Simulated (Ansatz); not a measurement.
Write the native input for Ansatz 0.2.0 that does the following.

```yaml
Task: single point
Functional: PBEsol
Potentials_or_basis: all-electron LAPW, scalar-relativistic
Cutoff: 406 eV (chosen from the basis error)
Basis_error_allowed: 0.002 eV/atom
k_mesh: 5 × 5 × 3
Occupations: fermi-dirac, width 0.03 eV
Spin: no spin polarisation
```

The system is CuO.

```
CELL_PARAMETERS angstrom
1.99097 -2.15355 0.00000
1.99097 2.15355 0.00000
0.00000 0.00000 5.15593
ATOMIC_POSITIONS crystal
Cu 0.50000 0.00000 0.00000
Cu 0.00000 0.50000 0.50000
O 0.50000 0.50000 0.25000
O 0.50000 0.50000 0.75000
```

Measurements of this composition are mostly on another form, of space group No. 15.

The input as run:

input.yaml

```yaml
crystal:
  lattice:
    - [1.990968, -2.15355, 0.0]
    - [1.990968, 2.15355, 0.0]
    - [0.0, 0.0, 5.155928]
  atoms:
    - { symbol: Cu, position: [0.5, 0.0, 0.0] }
    - { symbol: Cu, position: [0.0, 0.5, 0.5] }
    - { symbol: O, position: [0.5, 0.5, 0.25] }
    - { symbol: O, position: [0.5, 0.5, 0.75] }
kpoints:
  mp_grid: { grid: [5, 5, 3] }
scf:
  occupations: { method: fermi_dirac, width: 0.03 }
hamiltonian:
  xc: pbesol
  pseudopotentials: { kind: all_electron, lapw: { basis_error: 0.002 } }
output:
  forces: true
  stress: true
  eigenvalues: true
```

Potentials or basis: all-electron LAPW, scalar-relativistic.

Launch:

```console
$ ansatz run input.yaml --threads 2 --pin off --max-ram 8192MiB --backend cpu --events-out ev --progress --plain --runs-dir out
```

Results of the run:

```
Pressure               : -6.3 GPa
Band gap on the k mesh : none (metal or under the smearing width)
```

Caveat: the k mesh is coarse (spacing up to 0.43 Å⁻¹), so the values aren't converged; the k mesh is thin for a metal, which can move the energy by tens of meV per atom; the run has no spin polarisation, though such a crystal can be magnetic; semilocal functionals often make such compounds metallic where correlation or magnetic order opens a gap, which also shifts bond lengths.

Wall time 2.4 s on 2 threads of AMD EPYC 9R45 96-Core Processor (Zen 5) (shared host), peak memory 0.38 GiB.
